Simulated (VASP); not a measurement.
Data:

```yaml
crystal:
  lattice:
    - [4.48061, 0.00000, 0.00000]
    - [0.00000, 4.48061, 0.00000]
    - [0.00000, 0.00000, 3.11457]
  atoms:
    - { symbol: Ru, position: [0.00000, 0.00000, 0.00000] }
    - { symbol: Ru, position: [0.50000, 0.50000, 0.50000] }
    - { symbol: O, position: [0.30529, 0.30529, 0.00000] }
    - { symbol: O, position: [0.80529, 0.19471, 0.50000] }
    - { symbol: O, position: [0.19471, 0.80529, 0.50000] }
    - { symbol: O, position: [0.69471, 0.69471, 0.00000] }
```

The numbers are results of r2SCAN meta-GGA, VASP's PBE PAW potentials (set 64) (plane waves; VASP), not measurements. Settings: 520 eV cut-off, 8×8×11 Γ-centred mesh, tetrahedra with Blöchl corrections, potentials Ru_pv O.

Task: Give the energies of bands 17 to 30 at the high-symmetry points, in eV from the Fermi level.

Result: 
```csv
band,Γ,X,M,Z,R,A
17,-4.30,-5.58,-4.65,-4.99,-4.52,-4.88
18,-4.30,-5.58,-4.65,-4.99,-4.52,-4.88
19,-2.86,-4.40,-3.57,-4.92,-4.39,-3.77
20,-2.40,-4.40,-3.57,-4.92,-4.39,-3.77
21,-2.40,-2.66,-3.00,-3.32,-2.94,-2.56
22,-1.86,-2.66,-3.00,-3.32,-2.94,-2.56
23,-1.60,-0.51,-1.45,-0.71,-1.63,-0.64
24,-1.36,-0.51,-1.45,-0.71,-1.63,-0.64
25,-1.30,-0.25,-1.26,0.10,-0.66,-0.39
26,-1.30,-0.25,-1.26,0.10,-0.66,-0.39
27,-0.88,0.48,0.93,0.96,1.24,0.27
28,1.81,0.48,0.93,0.96,1.24,0.27
29,1.89,4.41,3.89,3.46,2.32,3.43
30,4.96,4.43,3.89,3.46,2.32,3.43
```

It has no gap at this level: it comes out as a metal or semimetal.

The compound is RuO2 in the rutile structure. It was relaxed first.
